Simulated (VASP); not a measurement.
# Ga in VASP: a series of runs

Runs on Ga. Level: PBE. Tasks: work function.

Everything below comes from runs of VASP 6.6.1. Logs are shortened: lines on timing, memory, paths and dates and some standing lists are left out, and cuts for length are marked.

### Step 1. The structure

The cell holds a sheet with vacuum, 2 atoms: a = 4.330 Å, b = 4.330 Å, c = 23.800 Å, α = 90.00°, β = 90.00°, γ = 120.00°.

The cell was built by a generator and needn't be a form met in nature.

### Step 2. Work function, PBE

The input, INCAR:

```
SYSTEM = Ga
PREC = Accurate
ENCUT = 520
EDIFF = 1E-6
ISMEAR = -1
SIGMA = 0.05
LREAL = .False.
LASPH = .True.
NELM = 100
ALGO = Fast
ISIF = 2
LWAVE = .False.
LCHARG = .False.
LDIPOL = .True.
IDIPOL = 3
DIPOL = 0.5 0.5 0.294
GGA = PE
EFIELD = 0.1
LVHAR = .True.
LVACPOTAV = .True.
```

The input, KPOINTS:

```
Automatic mesh
0
Gamma
  7 7 1
  0 0 0
```

The input, POSCAR:

```
Ga
1.0
    4.3304700000      0.0000000000      0.0000000000
   -2.1652300000      3.7503000000      0.0000000000
    0.0000000000      0.0000000000     23.8000000000
Ga
2
Direct
    0.3333300000      0.6666700000      0.2941200000
    0.6666700000      0.3333300000      0.2941200000
```

Potentials or basis: VASP PAW PBE potentials, release 64 (Ga_d).

Launch:

```console
$ cat potpaw_PBE.64/Ga_d/POTCAR > POTCAR
$ mpirun -np 1 vasp_std > vasp.out
```

OUTCAR:

```text
SYSTEM = Ga
   PREC = Accurate
   ENCUT = 520
   EDIFF = 1E-6
   ISMEAR = -1
   LREAL = .False.
   LASPH = .True.
   NELM = 100
   ISIF = 2
   GGA = PE

 ion  position               nearest neighbor table
   1  0.333  0.667  0.294-   2 2.50   2 2.50   2 2.50
   2  0.667  0.333  0.294-   1 2.50   1 2.50   1 2.50

  LATTYP: Found a hexagonal cell.
 ALAT       =     4.3304700000
 C/A-ratio  =     5.4959392399

  Lattice vectors:

 A1 = (   4.3304700000,   0.0000000000,   0.0000000000)
 A2 = (  -2.1652300000,   3.7503000000,   0.0000000000)
 A3 = (   0.0000000000,   0.0000000000,  23.8000000000)

Analysis of symmetry for initial positions (statically):
=====================================================================
 Subroutine PRICEL returns:
 Original cell was already a primitive cell.

 Routine SETGRP: Setting up the symmetry group for a
 hexagonal supercell.

 Subroutine GETGRP returns: Found  8 space group operations
 (whereof  4 operations were pure point group operations)
 out of a pool of 24 trial point group operations.

The static configuration has the point symmetry C_2v.
 The point group associated with its full space group is D_2h.

Analysis of symmetry for dynamics (positions and initial velocities):
=====================================================================
 An external electric field (EFIELD) may reduce the allowed symmetry operations
 Subroutine PRICEL returns:
 Original cell was already a primitive cell.

 Routine SETGRP: Setting up the symmetry group for a
 hexagonal supercell.

 Subroutine GETGRP returns: Found  4 space group operations
 (whereof  4 operations were pure point group operations)
 out of a pool of 24 trial point group operations.

The dynamic configuration has the point symmetry C_2v.

 Subroutine INISYM returns: Found  4 space group operations
 (whereof  4 operations are pure point group operations),
 and found     1 'primitive' translations

----------------------------------------------------------------------------------------

                                     Primitive cell

  volume of cell :     386.5254

  direct lattice vectors                    reciprocal lattice vectors
     4.330470000  0.000000000  0.000000000     0.230921817  0.133322360  0.000000000
    -2.165230000  3.750300000  0.000000000     0.000000000  0.266645335  0.000000000
     0.000000000  0.000000000 23.800000000     0.000000000  0.000000000  0.042016807

  length of vectors
     4.330470000  4.330470072 23.800000000     0.266645339  0.266645335  0.042016807

  position of ions in fractional coordinates (direct lattice)
     0.333330000  0.666670000  0.294120000
     0.666670000  0.333330000  0.294120000

  ion indices of the primitive-cell ions
   primitive index   ion index
                 1           1
                 2           2

----------------------------------------------------------------------------------------

 KPOINTS: Automatic mesh

Automatic generation of k-mesh.
 Grid dimensions read from file:
 generate k-points for:    7    7    1

 Generating k-lattice:

  Cartesian coordinates                     Fractional coordinates (reciprocal lattice)
     0.032988831  0.019046051  0.000000000     0.142857143 -0.000000000  0.000000000
     0.000000000  0.038092191  0.000000000     0.000000000  0.142857143  0.000000000
     0.000000000  0.000000000  0.042016807     0.000000000  0.000000000  1.000000000

  Length of vectors
     0.038092191  0.038092191  0.042016807

  Shift w.r.t. Gamma in fractional coordinates (k-lattice)
     0.000000000  0.000000000  0.000000000

 Subroutine IBZKPT returns following result:
 ===========================================

 Found     16 irreducible k-points:

 Following reciprocal coordinates:
            Coordinates               Weight
  0.000000  0.000000  0.000000      1.000000
  0.142857  0.000000  0.000000      4.000000
 -0.142857  0.142857  0.000000      2.000000
  0.285714  0.000000  0.000000      4.000000
 -0.285714  0.285714  0.000000      2.000000
  0.428571  0.000000  0.000000      4.000000
[... 8 lines left out ...]
  0.285714  0.285714  0.000000      2.000000
 -0.285714 -0.428571  0.000000      4.000000
   k-points           NKPTS =     16   k-points in BZ     NKDIM =     16   number of bands    NBANDS=     17
   number of dos      NEDOS =    301   number of ions     NIONS =      2
   total plane-waves  NPLWV = 184320
   dimension x,y,z NGX =    32 NGY =   32 NGZ =  180
   dimension x,y,z NGXF=    64 NGYF=   64 NGZF=  360
   ions per type =               2
   NGX,Y,Z   is equivalent  to a cutoff of  12.28, 12.28, 12.57 a.u.
   NGXF,Y,Z  is equivalent  to a cutoff of  24.57, 24.57, 25.15 a.u.
 SYSTEM =  Ga
   PREC   = accura    normal or accurate (medium, high low for compatibility)
   ISTART =      0    job   : 0-new  1-cont  2-samecut
   ICHARG =      2    charge: 1-file 2-atom 10-const
   ISPIN  =      1    spin polarized calculation?
   LNONCOLLINEAR =      F non collinear calculations
   LSORBIT =      F    spin-orbit coupling
   LASPH  =      T    aspherical Exc in radial PAW
   ENCUT  =  520.0 eV  38.22 Ry    6.18 a.u.   8.05  8.05 44.25*2*pi/ulx,y,z
   NELM   =    100;   NELMIN=  2; NELMDL= -5     # of ELM steps
   EDIFF  = 0.1E-05   stopping-criterion for ELM
   LREAL  =      F    real-space projection
   EDIFFG = 0.1E-04   stopping-criterion for IOM
   NSW    =      0    number of steps for IOM
   IBRION =     -1    ionic relax: 0-MD 1-quasi-New 2-CG
   NFREE  =      0    steps in history (QN), initial steepest desc. (CG)
   ISIF   =      2    stress and relaxation
   ISYM   =      2    0-nonsym 1-usesym 2-fastsym
   POTIM  = 0.5000    time-step for ionic-motion
   TEBEG  =    0.0;   TEEND  =   0.0 temperature during run
   PSTRESS=    0.0 pullay stress
   NELECT =      26.0000    total number of electrons
   NUPDOWN=      -1.0000    fix difference up-down
   EMIN   =  10.00;   EMAX   =-10.00  energy-range for DOS
   EFERMI =   0.00;   METHOD = LEGACY
   ISMEAR =    -1;   SIGMA  =   0.05  broadening in eV -4-tet -1-fermi 0-gaus
   EFERMI_NEDOS =   21; number of points for ismear=-14 and -15
   IALGO  =     68    algorithm
   IMIX   =      4    mixing-type and parameters
     AMIX     =   0.40;   BMIX     =  1.00
     AMIX_MAG =   1.60;   BMIX_MAG =  1.00
  volume/ion in A,a.u.               =     193.26      1304.20
  Fermi-wavevector in a.u.,A,eV,Ry     =   0.665794  1.258168  6.031215  0.443282
  Thomas-Fermi vector in A             =   1.739898
   LORBIT       =      0    0 simple, 1 ext, 2 COOP (PROOUT), +10 PAW based schemes
   GGA     = PE    functional components
   LHFCALC =     F    Hartree Fock is set to
   AEXX    =    0.0000 exact exchange contribution
   IVDW    =     0    specifies the selected vdW correction
   LEPSILON=     F    determine dielectric tensor
   LRPA    =     F    only Hartree local field effects (RPA)
 non-spin polarized calculation
 RMM-DIIS sequential band-by-band and
  energy-cutoff  :      520.00
  volume of cell :      386.53
 maximum number of plane-waves:     10440
   NGX = 17   NGY = 17   NGZ = 89

 number of electron      26.0000003 magnetization

 dipolmoment           0.000000      0.000000      0.030246 electrons x Angstroem

 Free energy of the ion-electron system (eV)
  ---------------------------------------------------
  ext. energy  EPLUGINS =         0.00000000
  ---------------------------------------------------
  free energy    TOTEN  =        -4.56809655 eV

  energy without entropy =       -4.55165970  energy(sigma->0) =       -4.55987812

 E-fermi :  -3.3806     XC(G=0):  -1.8037

 val. band max:       -3.4626484779   @ k =   0.2857   0.0000   0.0000
 cond. band min:      -3.3521887772   @ k =  -0.1429   0.2857   0.0000
 fundamental gap:      0.1104597007
 Fermi energy:        -3.3805525831

 k-point     1 :       0.0000    0.0000    0.0000
  band No.  band energies     occupation
      1     -18.2396      2.00000
      2     -18.1168      2.00000
      3     -18.1168      2.00000
      4     -18.0670      2.00000
      5     -18.0670      2.00000
      6     -17.9050      2.00000
[... 9 lines left out ...]
     16      -0.0206      0.00000
     17       0.5501      0.00000

 k-point     2 :       0.1429    0.0000    0.0000
  band No.  band energies     occupation
      1     -18.2359      2.00000
      2     -18.1216      2.00000
      3     -18.1106      2.00000
      4     -18.1085      2.00000
      5     -18.1077      2.00000
      6     -17.9136      2.00000
[... 9 lines left out ...]
     16       0.1994      0.00000
     17       0.7671      0.00000

 k-point     3 :      -0.1429    0.1429    0.0000
  band No.  band energies     occupation
      1     -18.2359      2.00000
      2     -18.1216      2.00000
      3     -18.1106      2.00000
      4     -18.1085      2.00000
      5     -18.1077      2.00000
      6     -17.9136      2.00000
[... 9 lines left out ...]
     16       0.1996      0.00000
     17       0.7659      0.00000

 k-point     4 :       0.2857    0.0000    0.0000
  band No.  band energies     occupation
      1     -18.2335      2.00000
      2     -18.1681      2.00000
      3     -18.1609      2.00000
      4     -18.1317      2.00000
      5     -18.0948      2.00000
      6     -17.9349      2.00000
[... 9 lines left out ...]
     16       0.8559      0.00000
     17       1.0025      0.00000

 k-point     5 :      -0.2857    0.2857    0.0000
  band No.  band energies     occupation
      1     -18.2334      2.00000
      2     -18.1681      2.00000
      3     -18.1609      2.00000
      4     -18.1317      2.00000
      5     -18.0948      2.00000
      6     -17.9349      2.00000
[... 9 lines left out ...]
     16       0.8559      0.00000
     17       1.0032      0.00000

 k-point     6 :       0.4286    0.0000    0.0000
  band No.  band energies     occupation
      1     -18.2450      2.00000
      2     -18.2029      2.00000
      3     -18.1771      2.00000
      4     -18.1393      2.00000
      5     -18.0786      2.00000
      6     -17.9554      2.00000
[... 9 lines left out ...]
     16      -0.5106      0.00000
     17       1.9320      0.00000

 k-point     7 :      -0.4286    0.4286    0.0000
  band No.  band energies     occupation
      1     -18.2450      2.00000
      2     -18.2029      2.00000
      3     -18.1771      2.00000
      4     -18.1393      2.00000
      5     -18.0786      2.00000
      6     -17.9554      2.00000
[... 9 lines left out ...]
     16      -0.5104      0.00000
     17       1.9320      0.00000

 k-point     8 :       0.1429    0.1429    0.0000
  band No.  band energies     occupation
      1     -18.2341      2.00000
      2     -18.1597      2.00000
      3     -18.1428      2.00000
      4     -18.1306      2.00000
      5     -18.0974      2.00000
      6     -17.9303      2.00000
[... 9 lines left out ...]
     16       0.7716      0.00000
     17       1.7042      0.00000

 k-point     9 :      -0.1429    0.2857    0.0000
  band No.  band energies     occupation
      1     -18.2341      2.00000
      2     -18.1597      2.00000
      3     -18.1428      2.00000
      4     -18.1306      2.00000
      5     -18.0974      2.00000
      6     -17.9303      2.00000
[... 9 lines left out ...]
     16       0.7733      0.00000
     17       1.6894      0.00000

 k-point    10 :       0.2857    0.1429    0.0000
  band No.  band energies     occupation
      1     -18.2525      2.00000
      2     -18.1864      2.00000
      3     -18.1725      2.00000
      4     -18.1418      2.00000
      5     -18.0748      2.00000
      6     -17.9570      2.00000
[... 9 lines left out ...]
     16       0.7116      0.00000
     17       1.5068      0.00000

 k-point    11 :      -0.1429    0.4286    0.0000
  band No.  band energies     occupation
      1     -18.2525      2.00000
      2     -18.1864      2.00000
      3     -18.1725      2.00000
      4     -18.1418      2.00000
      5     -18.0748      2.00000
      6     -17.9570      2.00000
[... 9 lines left out ...]
     16       0.7116      0.00000
     17       1.5070      0.00000

 k-point    12 :      -0.4286    0.2857    0.0000
  band No.  band energies     occupation
      1     -18.2525      2.00000
      2     -18.1864      2.00000
      3     -18.1725      2.00000
      4     -18.1419      2.00000
      5     -18.0748      2.00000
      6     -17.9570      2.00000
[... 9 lines left out ...]
     16       0.7115      0.00000
     17       1.5070      0.00000

 k-point    13 :       0.4286    0.1429    0.0000
  band No.  band energies     occupation
      1     -18.2678      2.00000
      2     -18.1926      2.00000
      3     -18.1783      2.00000
      4     -18.1466      2.00000
      5     -18.0606      2.00000
      6     -17.9729      2.00000
[... 9 lines left out ...]
     16       0.5552      0.00000
     17       2.7052      0.00000

 k-point    14 :       0.4286    0.4286    0.0000
  band No.  band energies     occupation
      1     -18.2677      2.00000
      2     -18.1925      2.00000
      3     -18.1783      2.00000
      4     -18.1466      2.00000
      5     -18.0606      2.00000
      6     -17.9729      2.00000
[... 9 lines left out ...]
     16       0.5551      0.00000
     17       2.7069      0.00000

 k-point    15 :       0.2857    0.2857    0.0000
  band No.  band energies     occupation
      1     -18.2822      2.00000
      2     -18.1816      2.00000
      3     -18.1797      2.00000
      4     -18.1519      2.00000
      5     -18.0405      2.00000
      6     -17.9924      2.00000
[... 9 lines left out ...]
     16       2.1336      0.00000
     17       2.5887      0.00000

 k-point    16 :      -0.2857   -0.4286    0.0000
  band No.  band energies     occupation
      1     -18.2822      2.00000
      2     -18.1816      2.00000
      3     -18.1797      2.00000
      4     -18.1519      2.00000
      5     -18.0405      2.00000
      6     -17.9924      2.00000
[... 9 lines left out ...]
     16       2.1333      0.00000
     17       2.7040      0.00000

------------------------ aborting loop because EDIFF is reached ----------------------------------------

  FORCE on cell =-STRESS in cart. coord.  units (eV):
  Direction    XX          YY          ZZ          XY          YZ          ZX
  --------------------------------------------------------------------------------------
  -------------------------------------------------------------------------------------
  Total       -0.0472081     -0.0468415     -0.0084049      0.0003175      0.0000000      0.0000000
  in kB       -0.1956811     -0.1941616     -0.0348389      0.0013159      0.0000000      0.0000000
  external PRESSURE =      -0.1415605 kB  Pullay stress =       0.0000000 kB

 VOLUME and BASIS-vectors are now :
 -----------------------------------------------------------------------------
  energy-cutoff  :      520.00
  volume of cell :      386.53
      direct lattice vectors                 reciprocal lattice vectors
     4.330470000  0.000000000  0.000000000     0.230921817  0.133322360  0.000000000
    -2.165230000  3.750300000  0.000000000     0.000000000  0.266645335  0.000000000
     0.000000000  0.000000000 23.800000000     0.000000000  0.000000000  0.042016807

 POSITION                                       TOTAL-FORCE (eV/Angst)
 -----------------------------------------------------------------------------------
     -0.00002      2.50021      7.00006         0.000182     -0.000105      0.000000
      2.16526      1.25009      7.00006        -0.000182      0.000105      0.000000
 -----------------------------------------------------------------------------------
    total drift:                               -0.000000     -0.000000     -0.001951

  FREE ENERGIE OF THE ION-ELECTRON SYSTEM (eV)
  ---------------------------------------------------
  free  energy   TOTEN  =        -4.5680965472 eV

  energy  without entropy=       -4.5516596973  energy(sigma->0) =       -4.55987812

 vacuum level on the upper side and lower side of the slab         0.322         1.579
```

Wall time 64 s (1 thread of Intel Xeon 6975P-C (Granite Rapids), shared host); peak memory 0.45 GiB.

What came out:

```yaml
Free_energy: -4.5681 eV
Band_gap_on_the_k_mesh: none (metal or under the smearing width)
Work_function_of_the_upper_face: 3.70 eV
Work_function_of_the_lower_face: 4.96 eV
```

Levels at points of the mesh, in eV from the Fermi level:
| k point | band 9 | band 10 | band 11 | band 12 | band 13 | band 14 | band 15 | band 16 | band 17 |
| --- | --- | --- | --- | --- | --- | --- | --- | --- | --- |
| (0.00, 0.00, 0.00) | -14.51 | -14.51 | -8.18 | -0.90 | 1.28 | 1.28 | 1.63 | 3.36 | 3.93 |

(Part 1 of 4 ends here.)
